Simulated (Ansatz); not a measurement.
# P (diamond type): how the settings move a single-point run

Question: which choices in the input matter for P (diamond type)?

Method: reference: DFT, PBE, PAW with Ansatz's default frozen-core files, scalar-relativistic, in Ansatz 0.2.0.

2 further runs of the same task are left out: 2 that didn't finish.

**1. The system as given**

The structure is trigonal, space group R-3m (No. 166). The conventional cell has a = 3.757 Å, b = 3.757 Å, c = 9.203 Å, α = 90.00°, β = 90.00°, γ = 120.00°. Around P (site symmetry 3m) lie 1 P at 2.02 Å.

Coordinates:

```
P
1.0
     0.00000    2.65665    2.65665
     2.65665    0.00000    2.65665
     2.65665    2.65665    0.00000
P
2
Direct
  0.83000 0.89000 0.89000
  0.17000 0.11000 0.11000
```

**2. The reference run**

Contents of input.yaml:

```yaml
crystal:
  lattice:
    - [0.0, 2.656646423, 2.656646423]
    - [2.656646423, 0.0, 2.656646423]
    - [2.656646423, 2.656646423, 0.0]
  atoms:
    - { symbol: P, position: [-0.17, -0.11, -0.11] }
    - { symbol: P, position: [0.17, 0.11, 0.11] }
kpoints:
  mp_grid: { grid: [10, 10, 10] }
scf:
  occupations: { method: fermi_dirac, width: 0.05 }
hamiltonian:
  xc: pbe
  pseudopotentials: { kind: paw }
output:
  forces: true
  stress: true
  eigenvalues: true
  efg: { contact_densities: true }
  populations: true
  write_density: true
  write_potential: true
  elf: true
  volumetric_format: npy
```

Launch:

```bash
ansatz run input.yaml --threads 1 --pin off --max-ram 2048MiB --backend cpu --events-out ev --progress --plain --runs-dir out
```

**3. Changed: mp_grid.grid [3, 3, 3], ecutwfc 550 eV**

input.yaml, as its differences from that of step 2:

```diff
@@ -9,3 +9,3 @@
 kpoints:
-  mp_grid: { grid: [10, 10, 10] }
+  mp_grid: { grid: [3, 3, 3] }
 scf:
@@ -21,5 +21,3 @@
   populations: true
-  write_density: true
-  write_potential: true
-  elf: true
-  volumetric_format: npy
+basis:
+  ecutwfc: "550 eV"
```

Before running it: what results should come out? Wanted: for each run, ending; energy change; pressure; gap; force.

**Answer**, as computed:

```tsv
run	ending	energy change	pressure (GPa)	gap (eV)	force (eV/Å)	cycles	time
reference	converged	0	7.4	0.00	1.11	6	2.6 s
1: mp_grid.grid [3, 3, 3], ecutwfc 550 eV	converged	-301.5 meV/atom	6.1	0.00	1.95	7	0.73 s
```

Times don't compare one to one where runs were asked for different outputs or read a saved state (see the inputs); cycles may leave out searches for a lower state.

Residual by cycle in the longest SCF loop of each run; runs are numbered as in the table. The quantity is the density residual dr2, in eV.

```tsv
cycle	reference	run 1
1	0.00743	0.00733
2	0.00283	0.00121
3	3.0e-5	6.3e-4
4	3.3e-6	5.9e-6
5	3.8e-7	3.2e-6
6	1.3e-8	2.2e-7
7	-	4.9e-10
```

What this shows: Changing the k-point mesh and cutoff moves the energy by -301.5 meV/atom, and the pressure goes from 7.4 to 6.1 GPa and the largest force goes from 1.11 to 1.95 eV/Å. More than one kind of setting changed, and this run alone doesn't tell their shares apart. Semilocal functionals close small gaps, so the missing gap need not be the real solid's.
